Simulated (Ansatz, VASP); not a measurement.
**One calculation of WC, two programs**

```xyz
2
Lattice="0.0000 2.3920 2.3920 2.3920 0.0000 2.3920 2.3920 2.3920 0.0000" Properties=species:S:1:pos:R:3 pbc="T T T"
W     0.0000    0.0000    0.0000
C     1.1960    1.1960    1.1960
```

The cell was built by a generator and needn't be a form met in nature.

Alike in both runs: task single point; functional PBE; k mesh 6 × 6 × 6; occupations gaussian, width 0.1 eV; collinear spin.

|  | VASP | Ansatz |
| --- | --- | --- |
| version | VASP 6.6.1 | Ansatz 0.2.0 |
| potentials or method | VASP PAW PBE potentials, release 64 (W_sv, C) | scalar-relativistic, plane waves, PAW |
| plane-wave cutoff (eV) | 520 | 420 |
| valence electrons in the cell | 18 | 18 |

|  | VASP | Ansatz | Ansatz less VASP |
| --- | --- | --- | --- |
| gap on the k mesh at the Fermi level (eV) | none | none | - |
| pressure (GPa) | -12.0 | -12.6 | -0.56 |
| net moment per atom (μB) | 0.00 | 0.00 | 0.000 |

A gap of «none» marks a metal or a gap that the smearing closes. Ansatz warned: «seeded_moment_not_kept».

Caveats: the k mesh is coarse (spacing up to 0.38 Å⁻¹), so the values aren't converged. The runs have no spin-orbit coupling, so splittings on W are missing.
